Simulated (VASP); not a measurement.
# Hg (P6_3/mmc) in VASP: further runs

One crystal, Hg, is run at these levels: PBE+D3(BJ); tasks: single point.

Program: VASP 6.6.1. These are calculated values, not measurements. Logs are shortened: lines on timing, memory, paths and dates and some standing lists are left out, and cuts for length are marked.

## 1. The cell of the first run

The structure is hexagonal, space group P6_3/mmc (No. 194). The conventional cell has a = 3.442 Å, b = 3.442 Å, c = 5.215 Å, α = 90.00°, β = 90.00°, γ = 120.00°. Hg (site symmetry -6m2) has 12 Hg at 3.28 to 3.44 Å as nearest neighbours.

## 2. Single point, PBE+D3(BJ) (volume 26.751 Å^3 an atom, c/a of the conventional cell 1.5150)

INCAR

```
SYSTEM = Hg
ALGO = Fast
EDIFF = 1E-6
ENCUT = 520
GGA = PE
ISIF = 2
ISMEAR = 0
IVDW = 12
LASPH = .TRUE.
LCHARG = .TRUE.
LELF = .TRUE.
LREAL = .FALSE.
LVHAR = .TRUE.
LWAVE = .FALSE.
NBANDS = 19
NELM = 60
PREC = Accurate
SIGMA = 0.15
```

KPOINTS

```
k-points
0
G
  18 18 10
  0 0 0
```

POSCAR

```
Hg
1.0
    3.4419845572      0.0000000000      0.0000000000
   -1.7209922786      2.9808460660      0.0000000000
    0.0000000000      0.0000000000      5.2146066042
Hg
2
Direct
    0.6666666667      0.3333333333      0.7500000000
    0.3333333333      0.6666666667      0.2500000000
```

Potentials or basis: VASP PAW PBE potentials, release 64 (Hg).

Launch:

```sh
> cat potpaw_PBE.64/Hg/POTCAR > POTCAR
> mpirun -np 1 vasp_std > vasp.out
```

OUTCAR:

```text
SYSTEM = Hg
   EDIFF = 1E-6
   ENCUT = 520
   GGA = PE
   ISIF = 2
   ISMEAR = 0
   IVDW = 12
   LASPH = .TRUE.
   LREAL = .FALSE.
   NELM = 60
   PREC = Accurate
 IVDW          = 12

 ion  position               nearest neighbor table
   1  0.667  0.333  0.750-   2 3.28   2 3.28   2 3.28   2 3.28   2 3.28   2 3.28
   2  0.333  0.667  0.250-   1 3.28   1 3.28   1 3.28   1 3.28   1 3.28   1 3.28

  LATTYP: Found a hexagonal cell.
 ALAT       =     3.4419845572
 C/A-ratio  =     1.5150000000

  Lattice vectors:

 A1 = (   3.4419845572,   0.0000000000,   0.0000000000)
 A2 = (  -1.7209922786,   2.9808460660,   0.0000000000)
 A3 = (   0.0000000000,   0.0000000000,   5.2146066042)

Analysis of symmetry for initial positions (statically):
=====================================================================
 Subroutine PRICEL returns:
 Original cell was already a primitive cell.

 Routine SETGRP: Setting up the symmetry group for a
 hexagonal supercell.

 Subroutine GETGRP returns: Found 24 space group operations
 (whereof 12 operations were pure point group operations)
 out of a pool of 24 trial point group operations.

The static configuration has the point symmetry D_3d.
 The point group associated with its full space group is D_6h.

Analysis of symmetry for dynamics (positions and initial velocities):
=====================================================================
 Subroutine PRICEL returns:
 Original cell was already a primitive cell.

 Routine SETGRP: Setting up the symmetry group for a
 hexagonal supercell.

 Subroutine GETGRP returns: Found 24 space group operations
 (whereof 12 operations were pure point group operations)
 out of a pool of 24 trial point group operations.

The dynamic configuration has the point symmetry D_3d.
 The point group associated with its full space group is D_6h.

 Subroutine INISYM returns: Found 24 space group operations
 (whereof 12 operations are pure point group operations),
 and found     1 'primitive' translations

----------------------------------------------------------------------------------------

                                     Primitive cell

  volume of cell :      53.5020

  direct lattice vectors                    reciprocal lattice vectors
     3.441984557  0.000000000  0.000000000     0.290530066  0.167737612  0.000000000
    -1.720992279  2.980846066  0.000000000     0.000000000  0.335475223  0.000000000
     0.000000000  0.000000000  5.214606604     0.000000000  0.000000000  0.191769020

  length of vectors
     3.441984557  3.441984557  5.214606604     0.335475223  0.335475223  0.191769020

  position of ions in fractional coordinates (direct lattice)
     0.666666667  0.333333333  0.750000000
     0.333333333  0.666666667  0.250000000

  ion indices of the primitive-cell ions
   primitive index   ion index
                 1           1
                 2           2

----------------------------------------------------------------------------------------

 KPOINTS: k-points

Automatic generation of k-mesh.
 Grid dimensions read from file:
 generate k-points for:   18   18   10

 Generating k-lattice:

  Cartesian coordinates                     Fractional coordinates (reciprocal lattice)
     0.016140559  0.009318756  0.000000000     0.055555556  0.000000000  0.000000000
     0.000000000  0.018637512  0.000000000     0.000000000  0.055555556  0.000000000
     0.000000000  0.000000000  0.019176902     0.000000000  0.000000000  0.100000000

  Length of vectors
     0.018637512  0.018637512  0.019176902

  Shift w.r.t. Gamma in fractional coordinates (k-lattice)
     0.000000000  0.000000000  0.000000000

 Subroutine IBZKPT returns following result:
 ===========================================

 Found    222 irreducible k-points:

 Following reciprocal coordinates:
            Coordinates               Weight
  0.000000  0.000000  0.000000      1.000000
  0.055556 -0.000000  0.000000      6.000000
  0.111111 -0.000000  0.000000      6.000000
  0.166667  0.000000  0.000000      6.000000
  0.222222 -0.000000  0.000000      6.000000
  0.277778 -0.000000  0.000000      6.000000
[... 16 lines left out ...]
  0.333333  0.111111  0.000000     12.000000
  0.388889  0.111111  0.000000     12.000000
 [... further k-points ...]
   k-points           NKPTS =    222   k-points in BZ     NKDIM =    222   number of bands    NBANDS=     19
   number of dos      NEDOS =    301   number of ions     NIONS =      2
   total plane-waves  NPLWV =  31360
   dimension x,y,z NGX =    28 NGY =   28 NGZ =   40
   dimension x,y,z NGXF=    56 NGYF=   56 NGZF=   80
   ions per type =               2
   NGX,Y,Z   is equivalent  to a cutoff of  13.52, 13.52, 12.75 a.u.
   NGXF,Y,Z  is equivalent  to a cutoff of  27.05, 27.05, 25.50 a.u.
 SYSTEM =  Hg
   PREC   = accura    normal or accurate (medium, high low for compatibility)
   ISTART =      0    job   : 0-new  1-cont  2-samecut
   ICHARG =      2    charge: 1-file 2-atom 10-const
   ISPIN  =      1    spin polarized calculation?
   LNONCOLLINEAR =      F non collinear calculations
   LSORBIT =      F    spin-orbit coupling
   LASPH  =      T    aspherical Exc in radial PAW
   ENCUT  =  520.0 eV  38.22 Ry    6.18 a.u.   6.40  6.40  9.70*2*pi/ulx,y,z
   NELM   =     60;   NELMIN=  2; NELMDL= -5     # of ELM steps
   EDIFF  = 0.1E-05   stopping-criterion for ELM
   LREAL  =      F    real-space projection
[... 7 lines left out ...]
   TEBEG  =    0.0;   TEEND  =   0.0 temperature during run
   PSTRESS=    0.0 pullay stress
   NELECT =      24.0000    total number of electrons
   NUPDOWN=      -1.0000    fix difference up-down
   EMIN   =  10.00;   EMAX   =-10.00  energy-range for DOS
   EFERMI =   0.00;   METHOD = LEGACY
   ISMEAR =     0;   SIGMA  =   0.15  broadening in eV -4-tet -1-fermi 0-gaus
   EFERMI_NEDOS =   21; number of points for ismear=-14 and -15
   IALGO  =     68    algorithm
   IMIX   =      4    mixing-type and parameters
     AMIX     =   0.40;   BMIX     =  1.00
     AMIX_MAG =   1.60;   BMIX_MAG =  1.00
  volume/ion in A,a.u.               =      26.75       180.52
  Fermi-wavevector in a.u.,A,eV,Ry     =   1.253204  2.368213 21.368239  1.570521
  Thomas-Fermi vector in A             =   2.387068
   LORBIT       =      0    0 simple, 1 ext, 2 COOP (PROOUT), +10 PAW based schemes
   GGA     = PE    functional components
   LHFCALC =     F    Hartree Fock is set to
   AEXX    =    0.0000 exact exchange contribution
   IVDW    =    12    specifies the selected vdW correction
   LEPSILON=     F    determine dielectric tensor
   LRPA    =     F    only Hartree local field effects (RPA)
 non-spin polarized calculation
 RMM-DIIS sequential band-by-band and
 Gauss-broadening in eV      SIGMA  =   0.15
  energy-cutoff  :      520.00
  volume of cell :       53.50
 maximum number of plane-waves:      1462
 NGX is ok and might be reduce to    28
   NGX = 13   NGY = 13   NGZ = 19

 number of electron      23.9999999 magnetization

 Free energy of the ion-electron system (eV)
  ---------------------------------------------------
  ext. energy  EPLUGINS =         0.00000000
  ---------------------------------------------------
  free energy    TOTEN  =        -0.32462260 eV

  energy without entropy =       -0.32019511  energy(sigma->0) =       -0.32240886

 E-fermi :   1.5400     XC(G=0): -10.1682

 val. band max:        1.5061400114   @ k =   0.4444   0.1111   0.4000
 cond. band min:       1.5417583610   @ k =   0.3333   0.0000   0.0000
 fundamental gap:      0.0356183496
 Fermi energy:         1.5400128759

 k-point     1 :       0.0000    0.0000    0.0000
  band No.  band energies     occupation
      1      -6.2709      2.00000
      2      -5.4877      2.00000
      3      -4.7504      2.00000
      4      -4.7504      2.00000
      5      -4.6537      2.00000
      6      -4.6310      2.00000
[... 11 lines left out ...]
     18      14.7524      0.00000
     19      15.1869      0.00000

 k-point     2 :       0.0556   -0.0000    0.0000
  band No.  band energies     occupation
      1      -6.2133      2.00000
      2      -5.4636      2.00000
      3      -4.7832      2.00000
      4      -4.7296      2.00000
      5      -4.6444      2.00000
      6      -4.6431      2.00000
[... 11 lines left out ...]
     18      15.2523      0.00000
     19      15.6106      0.00000

 k-point     3 :       0.1111   -0.0000    0.0000
  band No.  band energies     occupation
      1      -6.0464      2.00000
      2      -5.3993      2.00000
      3      -4.8344      2.00000
      4      -4.6860      2.00000
      5      -4.6768      2.00000
      6      -4.6692      2.00000
[... 11 lines left out ...]
     18      15.5136      0.00000
     19      16.0396      0.00000

 k-point     4 :       0.1667    0.0000    0.0000
  band No.  band energies     occupation
      1      -5.7943      2.00000
      2      -5.3239      2.00000
      3      -4.8609      2.00000
      4      -4.7587      2.00000
      5      -4.7250      2.00000
      6      -4.6334      2.00000
[... 11 lines left out ...]
     18      14.8412      0.00000
     19      15.5905      0.00000

 k-point     5 :       0.2222   -0.0000    0.0000
  band No.  band energies     occupation
      1      -5.5244      2.00000
      2      -5.2887      2.00000
      3      -4.8605      2.00000
      4      -4.8059      2.00000
      5      -4.7800      2.00000
      6      -4.6043      2.00000
[... 11 lines left out ...]
     18      13.5950      0.00000
     19      15.1894      0.00000
[... 334 lines left out ...]
      2      -5.2229      2.00000
      3      -5.0214      2.00000
      4      -4.8353      2.00000
      5      -4.7581      2.00000
      6      -4.5609      2.00000
[... 11 lines left out ...]
     18      12.9587      0.00000
     19      13.9975      0.00000

 k-point    22 :       0.2778    0.1111    0.0000
  band No.  band energies     occupation
      1      -5.2889      2.00000
      2      -5.2067      2.00000
      3      -5.1301      2.00000
      4      -4.8701      2.00000
      5      -4.6048      2.00000
      6      -4.4811      2.00000
[... 11 lines left out ...]
     18      12.4820      0.00000
     19      13.5980      0.00000

 k-point    23 :       0.3333    0.1111    0.0000
  band No.  band energies     occupation
      1      -5.3351      2.00000
      2      -5.2172      2.00000
      3      -5.2039      2.00000
      4      -4.8961      2.00000
      5      -4.4969      2.00000
      6      -4.4777      2.00000
[... 11 lines left out ...]
     18      12.1162      0.00000
     19      13.3115      0.00000

 k-point    24 :       0.3889    0.1111    0.0000
  band No.  band energies     occupation
      1      -5.3680      2.00000
      2      -5.2730      2.00000
      3      -5.2104      2.00000
      4      -4.9121      2.00000
      5      -4.5035      2.00000
      6      -4.4386      2.00000
[... 11 lines left out ...]
     18      11.8858      0.00000
     19      13.1387      0.00000

 [... further k-points ...]

------------------------ aborting loop because EDIFF is reached ----------------------------------------

 Edisp (eV)   -0.78310

 E8    (eV) :    -0.3555

  FORCE on cell =-STRESS in cart. coord.  units (eV):
  Direction    XX          YY          ZZ          XY          YZ          ZX
  --------------------------------------------------------------------------------------
  -------------------------------------------------------------------------------------
  Total      -0.18358    -0.18358    -0.03892     0.00000     0.00000     0.00000
  in kB      -5.49737    -5.49737    -1.16554     0.00000     0.00000     0.00000
  external pressure =       -4.05 kB  Pullay stress =        0.00 kB

 VOLUME and BASIS-vectors are now :
 -----------------------------------------------------------------------------
  energy-cutoff  :      520.00
  volume of cell :       53.50
      direct lattice vectors                 reciprocal lattice vectors
     3.441984557  0.000000000  0.000000000     0.290530066  0.167737612  0.000000000
    -1.720992279  2.980846066  0.000000000     0.000000000  0.335475223  0.000000000
     0.000000000  0.000000000  5.214606604     0.000000000  0.000000000  0.191769020

 POSITION                                       TOTAL-FORCE (eV/Angst)
 -----------------------------------------------------------------------------------
      1.72099      0.99362      3.91095         0.000000     -0.000000      0.000000
     -0.00000      1.98723      1.30365        -0.000000      0.000000      0.000000
 -----------------------------------------------------------------------------------
    total drift:                                0.000000     -0.000000      0.000000

  FREE ENERGIE OF THE ION-ELECTRON SYSTEM (eV)
  ---------------------------------------------------
  free  energy   TOTEN  =        -1.1077265296 eV

  energy  without entropy=       -1.1032990308  energy(sigma->0) =       -1.10551278
```

Wall time 72 s (1 thread of Intel Xeon 6975P-C (Granite Rapids), shared host); peak memory 0.32 GiB.

What came out:

- Free energy: -1.1077 eV
- Pressure: -0.4 GPa
- Band gap on the k mesh: none (metal or under the smearing width)
- Dispersion energy per atom: -0.392 eV

Caveat: pairwise dispersion overbinds metals, which lowers pressure and volume. The run has no spin-orbit coupling, so splittings on Hg are missing.

## 3. Single point, PBE+D3(BJ) (volume 24.693 Å^3 an atom, c/a of the conventional cell 1.7086)

INCAR

```
SYSTEM = Hg
  PREC = Accurate
  ENCUT = 520
  EDIFF = 1E-6
  ISMEAR = 0
  SIGMA = 0.15
  LREAL = .False.
  LASPH = .True.
  NELM = 100
  ALGO = Fast
  ISIF = 2
  LWAVE = .False.
  LCHARG = .False.
  GGA = PE
  IVDW = 12
  NBANDS = 19
```

KPOINTS

```
Automatic mesh
0
Gamma
  18 18 10
  0 0 0
```

POSCAR

```
Hg
1.0
    3.2196668750      0.0000000000      0.0000000000
   -1.6098334375      2.7883133055      0.0000000000
    0.0000000000      0.0000000000      5.5011228226
Hg
2
Direct
    0.6666666667      0.3333333333      0.7500000000
    0.3333333333      0.6666666667      0.2500000000
```

Potentials or basis: VASP PAW PBE potentials, release 64 (Hg).

Launch:

```sh
> cat potpaw_PBE.64/Hg/POTCAR > POTCAR
> mpirun -np 1 vasp_std > vasp.out
```

Run time: 47 s. Hardware: 1 thread of Intel Xeon 6975P-C (Granite Rapids), shared host; peak memory 0.28 GiB.

The run converged. Its results:

* Free energy: -1.0924 eV
* Pressure: 0.9 GPa
* Band gap on the k mesh: none (metal or under the smearing width)
* Dispersion energy per atom: -0.424 eV

Stress tensor (GPa, compression positive):
```
1.26 0.00 0.00
0.00 1.26 0.00
0.00 0.00 0.29
```

Levels at points of the mesh, in eV from the Fermi level:
| k point | band 9 | band 10 | band 11 | band 12 | band 13 | band 14 | band 15 | band 16 |
| --- | --- | --- | --- | --- | --- | --- | --- | --- |
| (0.00, 0.00, 0.00) | -6.16 | -5.65 | -5.65 | -1.93 | -1.36 | 13.07 | 13.07 | 13.08 |
| (0.50, 0.00, 0.00) | -5.49 | -5.43 | -1.97 | -1.76 | 2.47 | 2.80 | 4.11 | 7.03 |
| (0.00, 0.00, 0.50) | -5.84 | -5.84 | -5.84 | -5.84 | 5.84 | 5.84 | 13.78 | 13.78 |
| (0.50, 0.00, 0.50) | -5.45 | -5.45 | -0.95 | -0.95 | -0.08 | -0.08 | 9.22 | 9.22 |

Caveat: pairwise dispersion overbinds metals, which lowers pressure and volume. The run has no spin-orbit coupling, so splittings on Hg are missing.

## 4. Single point, PBE+D3(BJ) (volume 27.780 Å^3 an atom, c/a of the conventional cell 1.5150)

Edit INCAR of step 3 so:

```diff
@@ -3,3 +3,3 @@
   ENCUT = 520
-  EDIFF = 1E-6
+  EDIFF = 1E-7
   ISMEAR = 0
@@ -8,3 +8,3 @@
   LASPH = .True.
-  NELM = 100
+  NELM = 80
   ALGO = Fast
```

KPOINTS

```
regular mesh
0
Gamma
  18 18 10
  0 0 0
```

POSCAR

```
Hg
1.0
    3.4855634336      0.0000000000      0.0000000000
   -1.7427817168      3.0185864800      0.0000000000
    0.0000000000      0.0000000000      5.2806286018
Hg
2
Direct
    0.6666666667      0.3333333333      0.7500000000
    0.3333333333      0.6666666667      0.2500000000
```

Launch:

```sh
> cat potpaw_PBE.64/Hg/POTCAR > POTCAR
> mpirun -np 1 vasp_std > vasp.out
```

It took 95 s on 1 thread of Intel Xeon 6975P-C (Granite Rapids), shared host; peak memory 0.32 GiB.

It converged, with:

| Quantity | Value |
| --- | --- |
| Free energy | -1.1007 eV |
| Pressure | -0.8 GPa |
| Band gap on the k mesh | none (metal or under the smearing width) |
| Dispersion energy per atom | -0.377 eV |

Stress tensor (GPa, compression positive):
```
-0.95  0.00  0.00
 0.00 -0.95  0.00
 0.00  0.00 -0.52
```

Levels at points of the mesh, in eV from the Fermi level:
```tsv
k point	band 10	band 11	band 12	band 13	band 14	band 15
(0.00, 0.00, 0.00)	-5.42	-5.42	-0.86	-0.29	10.59	10.59
(0.50, 0.00, 0.00)	-5.29	-2.50	-1.90	2.84	3.69	4.27
(0.00, 0.00, 0.50)	-5.58	-5.57	-5.57	7.40	7.40	11.69
(0.50, 0.00, 0.50)	-5.42	-1.27	-1.27	0.23	0.23	8.28
```

Caveat: pairwise dispersion overbinds metals, which lowers pressure and volume.

(Part 1 of 2 ends here.)
